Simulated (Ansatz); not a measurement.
Runs of Ansatz 0.2.0 on CaO. Symmetry: Fm-3m, No. 225, cubic system. The conventional cell has a = 4.807 Å, b = 4.807 Å, c = 4.807 Å, α = 90.00°, β = 90.00°, γ = 90.00°. Ca (site symmetry m-3m) is surrounded by 6 O at 2.40 Å. Around O (site symmetry m-3m) lie 6 Ca at 2.40 Å. The cell is a database's computed one.

```tsv
task	level	potentials or basis	cell	k mesh	cutoff (eV)	smearing	other keys	gap on the mesh (eV)	pressure (GPa)
electrostatic potential	BLYP+D3(BJ)-ATM	JTH PAW	as given	10 × 10 × 10	1380	fermi-dirac 0.05 eV	-	3.75	-2.7
projected density of states	HISS	Ansatz PAW	as given	6 × 6 × 6	420	methfessel-paxton 0.1 eV	-	(c)	(a)
relaxation of cell and atoms	revPBE+D3(BJ)-ATM	JTH PAW	relaxed	10 × 10 × 10	1380	fermi-dirac 0.05 eV	hamiltonian.dispersion = d3bjatm; hamiltonian.xc = revpbe; …	3.73	0.0
single point	BHLYP	Ansatz PAW earlier set	as given	6 × 6 × 6	700	fermi-dirac 0.1 eV	basis.ecutwfc = 700 eV; scf.eigensolver.kind = davidson; …	8.68	(b)
atomic charges	PBEsol+D3(BJ)	Ansatz PAW earlier set	as given	10 × 10 × 10	900	tetrahedron	-	3.55	-5.9
```

Alike in all rows: no spin polarisation.

**Question.** Fill in the values left out.

**Answer.** (a) -1.6; (b) -0.4; (c) 6.19.

Caveats: the PAW data sets come from PBE, with cores solved anew for the run's functional, which leaves a small shift of forces and pressure (some runs); the thresholds are loose for stress (some runs); the plane-wave basis is chosen anew once the cell has moved, so the energies of steps on either side of that aren't comparable (some runs); the pressure holds a Pulay correction of +3.2 GPa for the finite cutoff (some runs); the cutoff lies under the one recommended for these potentials (some runs); with tetrahedron occupations forces and stress needn't match the slope of the energy (some runs).

A k mesh can miss the band edges.
